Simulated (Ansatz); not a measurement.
## What a trial cell of Si relaxes into

Computed with Ansatz 0.2.0, DFT PBE, scalar-relativistic, plane waves, PAW. Cutoff 420 eV, Gaussian smearing, Γ-centred meshes. Cell and atoms relax first on a coarse mesh and then on a finer one. In between, the cell is made exact in the group found at 0.06 Å. In metals the finer mesh still leaves noise of several meV/atom or more. The steps can't lower the symmetry of their start. No spin polarisation.

The guess for Si was made by a generator: one element on all sites of the Ga type (Cmcm, No. 63). Lengths were set from tabulated atomic sizes, so they are only a guess.

```yaml
crystal:
  lattice:
    - [3.82278, -2.33018, 0.00000]
    - [3.82278, 2.33018, 0.00000]
    - [0.00000, 0.00000, 4.49510]
  atoms:
    - { symbol: Si, position: [0.49031, 0.83445, 0.25000] }
    - { symbol: Si, position: [0.83445, 0.49031, 0.75000] }
    - { symbol: Si, position: [0.50969, 0.16555, 0.75000] }
    - { symbol: Si, position: [0.16555, 0.50969, 0.25000] }
```

Energies count from the standard state of Si at the same level.

**Question.** What does it relax into?

**Answer.** The symmetry goes from Cmcm (No. 63) to I4/mmm (No. 139), and the primitive cell from 4 to 2 atoms. The volume per atom shrinks by 12.0 %, from 20.0 to 17.6 Å³. The shortest distance goes from 2.48 Å (Si–Si) to 2.37 Å (Si–Si). The energy falls by about 0.34 eV/atom (the start's value is from the coarse mesh). The end is written in a standard setting, so origin, axes and order of atoms can differ from the start's. Conventional cell: a = 3.378 Å, c = 6.180 Å. Around Si lie 5 Si at 2.37–2.50 Å.

```cif
data_structure
_symmetry_space_group_name_H-M 'P 1'
_symmetry_Int_Tables_number 1
_cell_length_a 3.9054
_cell_length_b 3.9054
_cell_length_c 3.9054
_cell_angle_alpha 128.755
_cell_angle_beta 128.755
_cell_angle_gamma 75.405
_cell_volume 35.25
loop_
_atom_site_label
_atom_site_type_symbol
_atom_site_fract_x
_atom_site_fract_y
_atom_site_fract_z
_atom_site_occupancy
Si1 Si 0.80858 0.80858 0.00000 1
Si2 Si 0.19142 0.19142 0.00000 1
```

**Question.** Give its energy and gap.

**Answer.** The energy over the standard state is +0.28 eV/atom. The gap on the 22×22×22 mesh of the 2-atom cell is 0 eV (a metal).

So it is a metastable form at best.

The last run used Gaussian smearing of 0.10 eV. Symmetry constrained the relaxation, so the result can be a saddle point. In all, the 3 runs took 110 s on 1 thread of Arm Neoverse V1, with other jobs on the host.
